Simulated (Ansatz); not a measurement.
Runs of Ansatz 0.2.0 on Ge. The structure is tetragonal, space group I4_1/amd (No. 141). The conventional cell has a = 5.149 Å, b = 5.149 Å, c = 2.795 Å, α = 90.00°, β = 90.00°, γ = 90.00°. Ge (site symmetry -4m2) has 6 Ge at 2.67 to 2.79 Å as nearest neighbours. This isn't the form of Ge at room conditions, which is diamond.

```csv
task,level,spin,cutoff (eV),points for each segment of the path,gap on the mesh (eV),pressure (GPa),V0 of scaled cells (Å³/atom),B0 (GPa)
band structure,PBEsol,"SOC, no magnetisation",420,14,none,(b),-,-
equation of state,r2SCAN,off,500,-,-,-,18.68,76
band structure,r2SCAN,off,500,14,none,(a),-,-
equation of state,LDA,off,420,-,-,-,17.94,82
band structure,LDA,off,420,14,none,-2.5,-,-
```

Alike in all rows: potentials or basis Ansatz PAW; cell as given; k mesh 11 × 11 × 11; smearing fermi-dirac 0.05 eV.

Question: Estimate the missing entries.

Answer: (a) 0.6; (b) -0.6.

Caveats: the PAW data sets come from PBE, with cores solved anew for the run's functional, which leaves a small shift of forces and pressure (some runs); the cell was scaled at fixed shape and fractional positions, which overstates the stiffness of a crystal with free parameters, most of all of layers and chains (some runs); the PAW data sets were made with another functional, which shifts forces and pressure a little (some runs).

A k mesh can miss the band edges, and rows without SOC leave out spin-orbit coupling on Ge.

A gap of «none» marks a metal or a gap under the smearing width.
